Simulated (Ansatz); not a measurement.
Runs of Ansatz 0.2.0 on Yb. Symmetry: P6_3/mmc, No. 194, hexagonal system. Conventional cell: a = 3.880 Å, b = 3.880 Å, c = 6.386 Å, α = 90.00°, β = 90.00°, γ = 120.00°. Around Yb (site symmetry -6m2) lie 12 Yb at 3.88 to 3.90 Å. This isn't the form of Yb at room conditions, which is fcc.

| spin | fixed moment (μB) | pressure (GPa) | moment (μB) |
| --- | --- | --- | --- |
| collinear, ferromagnetic start | 2.0 | -2.2 | 2.00 |
| collinear, ferromagnetic start | 1.5 | -2.3 | 1.50 |
| collinear, program default start | 0.0 | -2.2 | 0.00 |
| collinear, ferromagnetic start | 4.0 | -2.9 | 4.00 |
| collinear, ferromagnetic start | 0.5 | -2.2 | 0.50 |
| collinear, ferromagnetic start | 1.0 | -2.2 | 1.00 |
| collinear, ferromagnetic start | 3.0 | -2.6 | 3.00 |
| collinear, ferromagnetic start | 2.5 | (a) | 2.50 |

Alike in all rows: task single point; level PBE; potentials or basis Ansatz PAW; cell as given; k mesh 7 × 7 × 4; cutoff (eV) 420; smearing fermi-dirac 0.05 eV.

Task: Estimate the missing entries.

Result: (a) -2.4.

Caveats: the total moment is fixed, so each spin has its own Fermi level; the thresholds are loose for stress.
